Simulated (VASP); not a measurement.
A run of VASP 6.6.1:

File INCAR:

```
PREC = Accurate
ENCUT = 520
EDIFF = 1E-6
ISMEAR = -1
SIGMA = 0.02
LREAL = Auto
LASPH = T
NELM = 80
ALGO = Fast
ISIF = 2
LWAVE = F
LCHARG = F
GGA = PE
IVDW = 12
NBANDS = 98
```

File KPOINTS:

```
Automatic mesh
0
Gamma
  1 1 1
```

POSCAR

```
H2CO2
1.0
    8.2150030000      0.0000000000      0.0000000000
    0.0000000000      8.2150030000      0.0000000000
    0.0000000000      0.0000000000      8.2150030000
O C H
16 8 16
Direct
    0.6010344731      0.6119413468      0.7208761823
    0.4213875515      0.5103832585      0.9044792802
    0.0273402213      0.4139986315      1.1204012950
   -0.0622276097      0.3930491565      0.8661834938
    0.7915395770     -0.0840170113      0.0186853249
    0.8957391738      0.1277418888      0.1740474106
    0.2492391056     -0.0075349942      0.6446863136
    0.4158367319      0.2099451455      0.6238585671
    0.4611440799      0.5441629175      0.3334143639
    0.6496041450      0.6830429642      0.2004990138
    0.8646497147      0.1461228925      0.6206084161
    1.0093483837      0.3502981070      0.4960071226
    0.2575775079      1.0414725351      0.9659156546
    0.4227630836      1.1363842472      1.1724280563
    0.0169446073      0.6777964658      0.3410710866
    0.1838343820      0.7917343426      0.1557759626
    0.4554958775      0.5639437989      0.7719778069
    0.0099452185      0.4733291029      0.9713325729
    0.8604500814      0.0590383229      0.0471819669
    0.3309676211      0.1058429315      0.5546315686
    0.5440411890      0.6770417491      0.3086547869
    0.8827263971      0.2973705548      0.5497137372
    0.3748629185      1.1379910634      1.0303708958
    0.0938891927      0.7996345223      0.2726353234
    0.6692511250      0.6062079344      0.8146923379
    0.3580400397      0.5744124500      0.6689954952
   -0.0243822187      0.3102616031      1.1434810188
    0.0653925507      0.5911014275      0.9563599672
    0.7463417847     -0.1571271489      0.1141082967
    0.8860130666      0.1191722024     -0.0672063053
    0.2905781045      0.0131953695      0.7545219399
    0.3171392634      0.0773097709      0.4170661898
    0.4956175914      0.4545342223      0.2558489632
    0.5083625654      0.7732681291      0.3948142198
    0.9675955079      0.0950943049      0.6082408004
    0.7709309418      0.3749968198      0.5565183604
    0.2443212741      0.9517464571      1.0540836078
    0.4338647229      1.2109916454      0.9373703211
    0.0462690032      0.5694581000      0.2781009331
    0.0655264520      0.9198901084      0.3408032839
```

Potentials or basis: VASP PAW PBE potentials, release 64 (O, C, H).

Run with:

```sh
$ cat potpaw_PBE.64/O/POTCAR potpaw_PBE.64/C/POTCAR potpaw_PBE.64/H/POTCAR > POTCAR
$ mpirun -np 1 vasp_gam > vasp.out
```

Hardware: 1 thread of Intel(R) Xeon(R) Platinum 8488C (Sapphire Rapids), with other jobs on the host.

Task: Estimate the wall time of this run.

Result: It took 56 s on 1 thread of Intel(R) Xeon(R) Platinum 8488C (Sapphire Rapids), with other jobs on the host, peak memory 0.56 GiB. Counts: scf iterations 17, k points 1.
